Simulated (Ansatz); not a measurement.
# TaAs (rocksalt): equation of state

One table from this session's results is given with a row withheld; the runs are named, their logs left out.

Program: Ansatz 0.2.0. Level of theory: DFT r²SCAN, scalar-relativistic, plane waves, PAW. These are calculated values, not measurements.

1 further run of the same task is left out (set aside as unsound or not needed). Runs told in other sessions of the task aren't counted.

**The structure to begin with**

Symmetry: Fm-3m, No. 225, cubic system. Conventional cell: a = 5.239 Å, b = 5.239 Å, c = 5.239 Å, α = 90.00°, β = 90.00°, γ = 90.00°. Ta (site symmetry m-3m) is surrounded by 6 As at 2.62 Å. As (site symmetry m-3m) is surrounded by 6 Ta at 2.62 Å.

Structure file:

```
Ta As
1.0
     0.00000    2.61928    2.61928
     2.61928    0.00000    2.61928
     2.61928    2.61928    0.00000
Ta As
1 1
Direct
  0.50000 0.50000 0.50000
  0.00000 0.00000 0.00000
```

An earlier run at r²SCAN left this cell at 17.970 Å³/atom and 0.00 GPa (12×12×12 mesh).

Volume factors to run: 0.980, 1.020, 0.960, 1.040, 1.070.

Set-up of the first run:

Input file input.yaml:

```yaml
crystal:
  lattice:
    - [0.0, 2.6017016667, 2.6017016667]
    - [2.6017016667, 0.0, 2.6017016667]
    - [2.6017016667, 2.6017016667, 0.0]
  atoms:
    - { symbol: Ta, position: [0.5, 0.5, 0.5] }
    - { symbol: As, position: [0.0, 0.0, 0.0] }
basis:
  ecutwfc: 500
  ecutrho_ratio: 4
kpoints:
  mp_grid: { grid: [12, 12, 12] }
hamiltonian:
  xc: r2scan
scf:
  occupations: { method: gaussian, width: 0.05 }
output:
  forces: true
  stress: true
  eigenvalues: true
```

On the command line:

```bash
> ansatz run input.yaml --threads 2 --pin off --max-ram 2662MiB --backend cpu --events-out ev --progress --plain --runs-dir out
```

Among the steps run: At 0.980 of the relaxed volume; At 1.020 of the relaxed volume; Scaling the volume by 0.960; Scaling the volume by 1.040; At 1.070 of the relaxed volume.

One of the session's tables, all rows but one given; the rest of the session is left out.

It belongs to the step «The fit». 

| volume (Å³/atom) | energy (meV/atom) | pressure (GPa) |
| --- | --- | --- |
| 17.251 | 15.97 | 7.39 |
| 17.611 | 3.85 | 3.50 |
| 17.970 | 0.00 | 0.00 |
| 18.329 | ? | ? |
| 18.689 | 13.87 | -5.98 |
| 19.228 | 40.41 | -9.70 |

Estimate the missing values for volume (Å³/atom) = 18.329.

Worked estimate for «energy (meV/atom)». A straight line through the neighbours (17.970, 0.00) and (18.689, 13.87) gives 0.00 + (13.87 − 0.00) × (18.329 − 17.970) / (18.689 − 17.970) = 6.93; a parabola fitted to 4 rows on both sides gives 3.71.

**Answer.** energy (meV/atom): 3.58; pressure (GPa): -3.15. In «energy (meV/atom)» the line misses by +3.35 and the parabola by +0.13.
